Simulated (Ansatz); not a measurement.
# HfC (CsCl type): how the settings move a single-point run

How sensitive is a single-point run of HfC (CsCl type) to its settings? A reference run comes first, then five runs with altered input.

Computed with Ansatz 0.2.0 (reference: DFT PBE, scalar-relativistic, plane waves, PAW, unless a step's input says otherwise).

**1. The system as given**

Symmetry: Pm-3m, No. 221, cubic system. Conventional cell: a = 2.901 Å, b = 2.901 Å, c = 2.901 Å, α = 90.00°, β = 90.00°, γ = 90.00°. Around Hf (site symmetry m-3m) lie 8 C at 2.51 Å. C (site symmetry m-3m) is surrounded by 8 Hf at 2.51 Å.

As a file:

```xyz
2
Lattice="2.9009 0.0000 0.0000 0.0000 2.9009 0.0000 0.0000 0.0000 2.9009" Properties=species:S:1:pos:R:3 pbc="T T T"
Hf    0.0000    0.0000    0.0000
C     1.4504    1.4504    1.4504
```

**2. Reference**

Contents of input.yaml:

```yaml
crystal:
  lattice:
    - [2.90088893, 0.0, 0.0]
    - [0.0, 2.90088893, 0.0]
    - [0.0, 0.0, 2.90088893]
  atoms:
    - { symbol: Hf, position: [0.0, 0.0, 0.0] }
    - { symbol: C, position: [0.5, 0.5, 0.5] }
basis:
  ecutwfc: 420
  ecutrho_ratio: 4
kpoints:
  mp_grid: { grid: [12, 12, 12] }
hamiltonian:
  xc: pbe
scf:
  occupations: { method: gaussian, width: 0.05 }
output:
  forces: true
  stress: true
  eigenvalues: true
```

Command:

```console
> ansatz run input.yaml --threads 2 --pin off --max-ram 2662MiB --backend cpu --events-out ev --progress --plain --runs-dir out
```

Excerpt of the output:

```text
[...]
Basis set: ecut = 420 eV, 461 PW (Γ), exchange–correlation on 40×40×40 points (8 copies of the dense FFT grid, shifted against one another)
[...]
k-points: 84 of 1728
[...]
SCF iter   1: F=—  HF=-15971.420744 eV  |F-HF|=—  |Δ(HF+E_count)|=         —  Δρ=3.31e-3  dr2=1.11e-3  ethr=1.77e-3  ⟨swp⟩=5.2  Hψ=6739  notcnv=0
preconditioner: auto → none  [metal: Δε(μ)=0.011 eV  Ē_g=17.785 eV  σ=0.050 eV  W_gap=0.13  n_scr=6 (ndim 8)  ℏωp=39.8 eV  f_vac=0.000  D(μ)=3.27/eV (n_scr^D=56)  sad-step TF]
SCF iter   2: F=—  HF=-15971.421099 eV  |F-HF|=—  |Δ(HF+E_count)|=   3.54e-4  Δρ=2.03e-3  dr2=4.10e-4  ethr=3.69e-6  ⟨swp⟩=2.1  Hψ=3273  notcnv=0
[...]
SCF iter   5: F=—  HF=-15971.421461 eV  |F-HF|=—  |Δ(HF+E_count)|=   6.96e-5  Δρ=2.36e-5  dr2=1.08e-7  ethr=2.32e-9  ⟨swp⟩=2.2  Hψ=2903  notcnv=0
SCF iter   6: F=-15971.421461 eV  HF=-15971.421461 eV  |F-HF|=3.44e-9  |Δ(HF+E_count)|=   1.09e-7  Δρ=2.53e-6  dr2=1.03e-9  ethr=3.33e-10  ⟨swp⟩=5.6  Hψ=7015  notcnv=0
[...]
SCF converged after 6 iterations
Free energy (F): -15971.421461 eV
[...]
E sigma→0 (E₀):  -15971.419401 eV
[...]
Fermi energy:    21.160284 eV
[...]
  P = ⅓ Tr σ = 0.0056 GPa (0.056 kbar)
[...]
```

Run time: 1.7 s. Hardware: 2 threads of Arm Neoverse V1, shared host; peak memory 0.32 GiB.

**3. Changed: pseudopotentials.kind nc**

input.yaml, as its differences from that of step 2:

```diff
@@ -15,2 +15,3 @@
   xc: pbe
+  pseudopotentials: { kind: nc }
 scf:
@@ -20,2 +21 @@
   stress: true
-  eigenvalues: true
```

Command:

```console
> ansatz run input.yaml --threads 2 --pin off --max-ram 2662MiB --backend cpu --events-out ev --progress --plain --runs-dir out
```

What it wrote, cut to the lines that bear on the results:

```text
Warning: basis.ecutwfc = 420 eV is below the records' recommended 1143 eV, and the density's cutoff is lower with it unless basis.ecutrho_ratio is high enough to keep the records' density cutoff: compare with a run at a higher cutoff
Warning: basis.ecutrho_ratio = 4 (ecutrho = 1680 eV) is below the records' recommended 4572 eV
Warning: RAYON_NUM_THREADS=2 ignored (pool sized by the plan → 2); use --threads N
[...]
Pseudopotentials: kind: nc
Pseudopotential: Hf, nc, valence charge 26, recommended cutoff 1143 eV (normal), Hf.nc.azcp
Pseudopotential: C, nc, valence charge 4, recommended cutoff 1115.666836 eV (normal), C.nc.azcp
Functional definition: PBE
[...]
Crystal: 2 atoms, lattice volume = 24.411 Å³
Basis set: ecut = 420 eV, 461 PW (Γ), exchange–correlation on 40×40×40 points (8 copies of the dense FFT grid, shifted against one another)
Bands: 19, of which v1, the nominal top of the filled ones, is band 15 counted from 1 (14 counted from 0)
Symmetry: 48 space group operations
Space group: Pm-3m (ITA 221), of the structure as read, at distance tolerance 2.9e-5 Å
k-points: 84 of 1728
[...]
SCF iter   1: F=—  HF=-7184.246928 eV  |F-HF|=—  |Δ(HF+E_count)|=         —  Δρ=1.59e0  dr2=3.43e2  ethr=3.10e-3  ⟨swp⟩=5.0  Hψ=7725  notcnv=0
[...]
SCF iter  14: F=-7104.970429 eV  HF=-7104.970429 eV  |F-HF|=4.18e-8  |Δ(HF+E_count)|=   1.69e-7  Δρ=2.28e-5  dr2=5.42e-8  ethr=3.33e-10  ⟨swp⟩=3.1  Hψ=6882  notcnv=0
[...]
SCF converged after 14 iterations
Free energy (F): -7104.970429 eV
[...]
E sigma→0 (E₀):  -7104.969534 eV
Entropy (-TS):   -0.001790 eV (-0.895 meV/atom)
Fermi energy:    21.110873 eV
[...]
--- Forces (eV/Å), atoms counted from 1 ---
  atom   1  Hf    -0.00000000     0.00000000     0.00000000
  atom   2  C      0.00000000    -0.00000000     0.00000000
[...]
--- Stress (GPa, compression-positive) ---
      -48.441051      -0.000000       0.000000
        0.000000     -48.441051       0.000000
        0.000000       0.000000     -48.441051
  P = ⅓ Tr σ = -48.4411 GPa (-484.411 kbar)
```

It took 1.7 s on 2 threads of Arm Neoverse V1, shared host; peak memory 0.23 GiB.

Total energies don't compare across a change of potentials; the pressure goes from 0.0 to -48.4 GPa. The cutoff is far under what these potentials recommend, so these values carry a basis error that can be large.

**4. Variant: starting moments, ecutwfc 600 eV, spin_polarized true**

Contents of input.yaml:

```yaml
crystal:
  lattice:
    - [2.90088893, 0.0, 0.0]
    - [0.0, 2.90088893, 0.0]
    - [0.0, 0.0, 2.90088893]
  atoms:
    - { symbol: Hf, position: [0.0, 0.0, 0.0], spin: 0.2 }
    - { symbol: C, position: [0.5, 0.5, 0.5], spin: 0.2 }
basis:
  ecutwfc: "600 eV"
  ecutrho_ratio: 4
kpoints:
  mp_grid: { grid: [12, 12, 12] }
hamiltonian:
  xc: pbe
scf:
  occupations: { method: gaussian, width: 0.05 }
output:
  forces: true
  stress: true
magnetization:
  spin_polarized: true
```

Command:

```console
> ansatz run input.yaml --threads 2 --pin off --max-ram 2662MiB --backend cpu --events-out ev --progress --plain --runs-dir out
```

What it wrote, cut to the lines that bear on the results:

```text
Warning: RAYON_NUM_THREADS=2 ignored (pool sized by the plan → 2); use --threads N
[...]
Pseudopotentials: kind: paw
Pseudopotential: Hf, paw, valence charge 26, recommended cutoff 420 eV (normal), Hf.paw.azcp
Pseudopotential: C, paw, valence charge 4, recommended cutoff 420 eV (normal), C.paw.azcp
[... 1 set-up line as earlier in the session ...]
[...]
Crystal: 2 atoms, lattice volume = 24.411 Å³
Basis set: ecut = 600 eV, 799 PW (Γ), exchange–correlation on 48×48×48 points (8 copies of the dense FFT grid, shifted against one another)
Bands: 20, of which v1, the nominal top of the filled ones, is band 15 counted from 1 (14 counted from 0)
[... 2 set-up lines as earlier in the session ...]
Magnetic group: BNS 221.92 (UNI 1594), of the structure as read, at distance tolerance 2.9e-5 Å
k-points: 84 of 1728
[...]
Starting moments: Σ|m| = 0.4 μB on 2 of 2 sites
[...]
SCF converged after 14 iterations
Magnetization: 0.0702 μB (15.0351 up, 14.9649 down)
Absolute magnetization: 0.0705 μB (∫|ρ↑−ρ↓|, with the PAW one-centre terms)
Spin contamination: 0.0021 ħ² per cell (⟨S²⟩ above its minimum at these occupations)
Per-site moments (μB) at R_I (Å): [(0.030213332690758026, 1.0363004466115364), (0.011914598384640903, 1.0363004466115364)]
Free energy (F): -15971.425691 eV
[...]
E sigma→0 (E₀):  -15971.423888 eV
Entropy (-TS):   -0.003606 eV (-1.803 meV/atom)
Fermi energy:    21.157233 eV
[...]
--- Forces (eV/Å), atoms counted from 1 ---
  atom   1  Hf    -0.00000000     0.00000000     0.00000000
  atom   2  C      0.00000000    -0.00000000    -0.00000000
[...]
--- Stress (GPa, compression-positive) ---
        0.020941       0.000000       0.000000
        0.000000       0.020941       0.000000
        0.000000       0.000000       0.020941
  P = ⅓ Tr σ = 0.0209 GPa (0.209 kbar)
```

Wall time 6.2 s (2 threads of Arm Neoverse V1, shared host); peak memory 0.39 GiB.

Changing the spin polarisation and cutoff moves the energy by -2.1 meV/atom, and the absolute moment goes from 0.00 to 0.07 μB. Cost: 14 SCF cycles against 6, 6.2 s against 1.7 s.

**5. Changing settings: ecutwfc 700 eV, hubbard.sites [{species: Hf, l: d, u_eff: 1.0}], hubbard.double_counting fll**

input.yaml, as its differences from that of step 2:

```diff
@@ -9,3 +9,3 @@
 basis:
-  ecutwfc: 420
+  ecutwfc: "700 eV"
   ecutrho_ratio: 4
@@ -15,2 +15,3 @@
   xc: pbe
+  hubbard: { sites: [{ species: Hf, l: d, u_eff: 1.0 }], double_counting: fll }
 scf:
@@ -20,2 +21,5 @@
   stress: true
-  eigenvalues: true
+  write_density: true
+  write_potential: true
+  elf: true
+  volumetric_format: npy
```

Command:

```console
> ansatz run input.yaml --threads 2 --pin off --max-ram 2662MiB --backend cpu --events-out ev --progress --plain --runs-dir out
```

What it wrote, cut to the lines that bear on the results:

```text
Warning: RAYON_NUM_THREADS=2 ignored (pool sized by the plan → 2); use --threads N
Hf: projections on atomic orbitals take those of the free atom [Kr 4d10] 4f14 5s2 5p6 5d2 6s2, of charge +0.00 (hamiltonian.pseudopotentials.projection_atoms); the dataset's partial waves leave at most 4.9e-5 of an orbital's norm unspanned inside its sphere
C: projections on atomic orbitals take those of the free atom [He] 2s2 2p2, of charge +0.00 (hamiltonian.pseudopotentials.projection_atoms); the dataset's partial waves leave at most 3.7e-9 of an orbital's norm unspanned inside its sphere
[...]
[... 4 set-up lines as earlier in the session ...]
[...]
Crystal: 2 atoms, lattice volume = 24.411 Å³
[...]
SCF iter   8: F=-15970.399886 eV  HF=-15970.399886 eV  |F-HF|=7.02e-10  |Δ(HF+E_count)|=   6.67e-7  Δρ=6.67e-6  dr2=6.37e-9  ethr=3.33e-10  ⟨swp⟩=8.9  Hψ=12485  notcnv=0
[...]
SCF converged after 8 iterations
Free energy (F): -15970.399886 eV
[...]
E sigma→0 (E₀):  -15970.398049 eV
Entropy (-TS):   -0.003675 eV (-1.838 meV/atom)
Fermi energy:    21.292701 eV
[...]
--- Forces (eV/Å), atoms counted from 1 ---
  atom   1  Hf    -0.00000000    -0.00000000    -0.00000000
  atom   2  C      0.00000000    -0.00000000     0.00000000
[...]
--- Stress (GPa, compression-positive) ---
        1.459780       0.000000       0.000000
        0.000000       1.459780       0.000000
        0.000000       0.000000       1.459780
  P = ⅓ Tr σ = 1.4598 GPa (14.598 kbar)
--- Band table (eV; the first three rows and the last of 84) ---
  k-point 0: bands = ["-40.6511", "-8.9188", "-8.9188", "-8.9188", "8.4737", "9.4637", "9.4637", "9.4637", "9.4859", "9.4859", "9.4859", "9.5204", "19.4196", "19.4196", "22.3678", "22.3678", "22.3678", "27.4198", "27.4198"]
[...]
Occupation matrices written to <dir>
```

Run time: 5 s. Hardware: 2 threads of Arm Neoverse V1, shared host; peak memory 0.42 GiB.

Changing the cutoff and Hubbard U moves the energy by +510.8 meV/atom, and the pressure goes from 0.0 to 1.5 GPa. The U term adds an energy of its own, so the shift says nothing about which run is better.

**6. Changing settings: symmetry.detect false, xc lda, scf.algorithm density_mixing**

input.yaml, as its differences from that of step 2:

```diff
@@ -8,2 +8,3 @@
     - { symbol: C, position: [0.5, 0.5, 0.5] }
+  symmetry: { detect: false }
 basis:
@@ -14,5 +15,6 @@
 hamiltonian:
-  xc: pbe
+  xc: lda
 scf:
   occupations: { method: gaussian, width: 0.05 }
+  algorithm: density_mixing
 output:
@@ -20,2 +22 @@
   stress: true
-  eigenvalues: true
```

Command:

```console
> ansatz run input.yaml --threads 2 --pin off --max-ram 2662MiB --backend cpu --events-out ev --progress --plain --runs-dir out
```

What it wrote, cut to the lines that bear on the results:

```text
Warning: RAYON_NUM_THREADS=2 ignored (pool sized by the plan → 2); use --threads N
[...]
[... 3 set-up lines as earlier in the session ...]
Functional definition: SPW92
[...]
Crystal: 2 atoms, lattice volume = 24.411 Å³
Basis set: ecut = 420 eV, 461 PW (Γ)
Bands: 19, of which v1, the nominal top of the filled ones, is band 15 counted from 1 (14 counted from 0)
Symmetry: 1 space group operations
k-points: 868 of 1728 (time reversal used)
[...]
SCF iter   1: F=—  HF=-15719.150833 eV  |F-HF|=—  |Δ(HF+E_count)|=         —  Δρ=1.56e-2  dr2=9.13e-2  ethr=1.77e-3  ⟨swp⟩=5.4  Hψ=69748  notcnv=0
[...]
SCF iter   7: F=-15719.134605 eV  HF=-15719.134605 eV  |F-HF|=5.47e-9  |Δ(HF+E_count)|=   4.39e-8  Δρ=7.06e-6  dr2=9.20e-9  ethr=3.33e-10  ⟨swp⟩=4.9  Hψ=67152  notcnv=0
[...]
SCF converged after 7 iterations
Free energy (F): -15719.134605 eV
[...]
E sigma→0 (E₀):  -15719.132679 eV
Entropy (-TS):   -0.003852 eV (-1.926 meV/atom)
Fermi energy:    20.783833 eV
[...]
--- Forces (eV/Å), atoms counted from 1 ---
  atom   1  Hf    -0.00000022    -0.00000059     0.00000011
  atom   2  C      0.00000010     0.00000026    -0.00000004
[...]
--- Stress (GPa, compression-positive) ---
      -12.340883       0.000001       0.000000
        0.000001     -12.340923      -0.000001
        0.000000      -0.000001     -12.341042
  P = ⅓ Tr σ = -12.3409 GPa (-123.409 kbar)
```

It took 20 s on 2 threads of Arm Neoverse V1, shared host; peak memory 0.67 GiB.

A change of functional puts the total energy on another scale; the pressure goes from 0.0 to -12.3 GPa. At this fixed cell a lower pressure means that this functional prefers a smaller volume than the reference. Cost: 7 SCF cycles against 6, 20 s against 1.7 s.

**7. Variant: xc lda**

input.yaml, as its differences from that of step 2:

```diff
@@ -14,3 +14,3 @@
 hamiltonian:
-  xc: pbe
+  xc: lda
 scf:
@@ -20,2 +20 @@
   stress: true
-  eigenvalues: true
```

Command:

```console
> ansatz run input.yaml --threads 2 --pin off --max-ram 2662MiB --backend cpu --events-out ev --progress --plain --runs-dir out
```

What it wrote, cut to the lines that bear on the results:

```text
Warning: RAYON_NUM_THREADS=2 ignored (pool sized by the plan → 2); use --threads N
[...]
[... 4 set-up lines as earlier in the session ...]
[...]
Crystal: 2 atoms, lattice volume = 24.411 Å³
Basis set: ecut = 420 eV, 461 PW (Γ)
Bands: 19, of which v1, the nominal top of the filled ones, is band 15 counted from 1 (14 counted from 0)
[... 2 set-up lines as earlier in the session ...]
k-points: 84 of 1728
[...]
SCF iter   1: F=—  HF=-15719.150852 eV  |F-HF|=—  |Δ(HF+E_count)|=         —  Δρ=1.56e-2  dr2=9.13e-2  ethr=1.77e-3  ⟨swp⟩=5.3  Hψ=6713  notcnv=0
[...]
SCF iter   7: F=-15719.134605 eV  HF=-15719.134605 eV  |F-HF|=6.06e-9  |Δ(HF+E_count)|=   4.11e-8  Δρ=7.20e-6  dr2=9.87e-9  ethr=3.33e-10  ⟨swp⟩=4.9  Hψ=6448  notcnv=0
[...]
SCF converged after 7 iterations
Free energy (F): -15719.134605 eV
[...]
E sigma→0 (E₀):  -15719.132679 eV
Entropy (-TS):   -0.003852 eV (-1.926 meV/atom)
Fermi energy:    20.783833 eV
[...]
--- Forces (eV/Å), atoms counted from 1 ---
  atom   1  Hf     0.00000000    -0.00000000     0.00000000
  atom   2  C      0.00000000     0.00000000     0.00000000
[...]
--- Stress (GPa, compression-positive) ---
      -12.340937      -0.000000       0.000000
        0.000000     -12.340937       0.000000
        0.000000       0.000000     -12.340937
  P = ⅓ Tr σ = -12.3409 GPa (-123.409 kbar)
```

Run time: 1.4 s. Hardware: 2 threads of Arm Neoverse V1, shared host; peak memory 0.31 GiB.

A change of functional puts the total energy on another scale; the pressure goes from 0.0 to -12.3 GPa. At this fixed cell a lower pressure means that this functional prefers a smaller volume than the reference.

**8. Comparison**

```csv
run,ending,energy change,pressure (GPa),gap (eV),abs. moment (μB),force (eV/Å),cycles,time
reference,converged,0,0.0,0.00,0.00,0.00,6,1.7 s
1: pseudopotentials.kind nc,converged,not comparable,-48.4,0.00,0.00,0.00,14,1.7 s
"2: starting moments, ecutwfc 600 eV, spin_polarized true",converged,-2.1 meV/atom,0.0,0.00,0.07,0.00,14,6.2 s
"3: ecutwfc 700 eV, hubbard.sites [{species: Hf, l: d, u_eff: 1.0}], hubbard.double_counting fll",converged,+510.8 meV/atom (U changed: no physical gain or loss),1.5,0.00,0.00,0.00,8,5 s
"4: symmetry.detect false, xc lda, scf.algorithm density_mixing",converged,not comparable,-12.3,0.00,0.00,0.00,7,20 s
5: xc lda,converged,not comparable,-12.3,0.00,0.00,0.00,7,1.4 s
```

Times don't compare one to one where runs were asked for different outputs or read a saved state (see the inputs); cycles may leave out searches for a lower state.

Residual by cycle in the longest SCF loop of each run; runs are numbered as in the table. The quantity is the density residual dr2, in eV.

```csv
cycle,reference,run 1,run 2,run 3,run 4,run 5
1,0.00111,343,0.0932,2.61,0.0913,0.0913
2,4.1e-4,45.2,0.103,0.147,0.0498,0.0498
3,3.7e-5,41.4,0.026,0.0108,0.00123,0.00125
5,1.1e-7,0.0719,0.0018,6.1e-4,8.3e-5,8.5e-5
6,1.0e-9,0.0151,4.2e-5,3.9e-5,5.1e-7,5.6e-7
7,-,0.00191,2.7e-5,1.1e-6,9.2e-9,9.9e-9
8,-,6.0e-6,2.7e-5,6.4e-9,-,-
9,-,3.1e-4,2.5e-7,-,-,-
10,-,2.9e-4,2.7e-7,-,-,-
12,-,7.1e-5,1.7e-8,-,-,-
13,-,8.4e-7,1.4e-9,-,-,-
14,-,5.4e-8,6.7e-11,-,-,-
```

**Reading.** «starting moments, ecutwfc 600 eV, spin_polarized true» moves the energy by -2.1 meV/atom. Run 1 ran under the cutoff that the potentials recommend, as the log warns, so basis error is mixed into its values, and swamps them where the cutoff is far short. A changed U is a change of model: its shifts are not errors of convergence.
